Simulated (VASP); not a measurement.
Write the native input for VASP 6.6.1 that does the following.

* Task: relaxation of cell and atoms
* Functional: r2SCAN
* Potentials or basis: VASP PAW PBE potentials, release 64 (Te, Pb_d)
* Cutoff: 600 eV
* k mesh: 8 × 8 × 8
* Occupations: gaussian, width 0.03 eV
* Spin: no spin polarisation
* Further INCAR settings: ALGO = Normal; EDIFF = 1e-06; IBRION = 2; EDIFFG = -0.01; NSW = 90; ISIF = 3

The structure of TePb lies in POSCAR:

```
TePb
1.0
    0.0000000000      3.2310000000      3.2310000000
    3.2310000000      0.0000000000      3.2310000000
    3.2310000000      3.2310000000      0.0000000000
Te Pb
1 1
Direct
    0.5000000000      0.5000000000      0.5000000000
    0.0000000000      0.0000000000      0.0000000000
```

These files were run (other wordings do the same):

INCAR

```
SYSTEM = TePb
PREC = Accurate
ENCUT = 600
EDIFF = 1E-6
ISMEAR = 0
SIGMA = 0.03
LREAL = .False.
LASPH = .True.
NELM = 80
ALGO = Normal
ISIF = 3
LWAVE = .False.
LCHARG = .False.
METAGGA = R2SCAN
LMIXTAU = .True.
IBRION = 2
NSW = 90
EDIFFG = -0.01
```

KPOINTS

```
Automatic mesh
0
Gamma
  8 8 8
  0 0 0
```

Potentials or basis: VASP PAW PBE potentials, release 64 (Te, Pb_d).

Command:

```console
$ cat potpaw_PBE.64/Te/POTCAR potpaw_PBE.64/Pb_d/POTCAR > POTCAR
$ mpirun -np 1 vasp_std > vasp.out
```

It gave:

| Item | Value |
| --- | --- |
| Relaxed volume | 34.89 Å³/atom |
| Relaxed cell | a = 4.621 Å, b = 4.621 Å, c = 4.621 Å, α = 60.00°, β = 60.00°, γ = 60.00° |
| Space group after relaxing (to 0.05 Å) | Fm-3m (No. 225) |
| Energy gained by relaxing | 5.4 meV/atom |
| Ionic steps | 3 |
| Pressure after relaxing | 0.0 GPa |
| Band gap on the k mesh | 1.09 eV, direct |

Caveat: the PAW data sets were made with another functional, which shifts forces and pressure a little; spin-orbit coupling is left out, which as a rule narrows the gap of such compounds by several tenths of an eV.

It took 4.5 min on 1 thread of Intel(R) Xeon(R) Platinum 8488C (Sapphire Rapids), on a shared host, peak memory 0.28 GiB.
